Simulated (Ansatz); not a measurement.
# How far is PAW off for GaP?

```
Ga P
1.0
     0.00000    2.72525    2.72525
     2.72525    0.00000    2.72525
     2.72525    2.72525    0.00000
Ga P
1 1
Direct
  0.00000 0.00000 0.00000
  0.75000 0.75000 0.75000
```

Atom numbers follow the list: Ga1, P2.

The cell is COD entry 9008846, as deposited and not checked against the literature; nothing was relaxed.

Levels of theory: DFT, LDA, PAW with Ansatz's default frozen-core files, scalar-relativistic (Ansatz 0.2.0); DFT, LDA, all-electron LAPW, scalar-relativistic (Ansatz 0.2.0).

For PAW: a Γ-centred 10×10×10 k mesh, Fermi–Dirac smearing of 0.05 eV, cutoff 420 eV, no spin polarisation; the PAW files were made with PBE, and the program remakes their frozen cores for this functional. LAPW targets a basis error of 0.5 meV/atom. The Ansatz runs share mesh, smearing and spin set-up. Plane-wave (PAW) pressures include the program's estimate of the Pulay term.

Stress and pressure are positive in compression.

Levels count from the top of the valence band.

PAW results:

```tsv
quantity	PAW
pressure (GPa)	-2.74
band gap (eV)	1.453
highest filled level at L (eV)	-1.130
lowest empty level at L (eV)	1.501
highest filled level at Γ (eV)	0.000
lowest empty level at Γ (eV)	1.609
```

(1) What does all-electron LAPW give for the same quantities?

Answers

(1) 
| quantity | LAPW |
| --- | --- |
| pressure (GPa) | -2.73 |
| band gap (eV) | 1.454 |
| highest filled level at L (eV) | -1.129 |
| lowest empty level at L (eV) | 1.499 |
| highest filled level at Γ (eV) | 0.000 |
| lowest empty level at Γ (eV) | 1.606 |
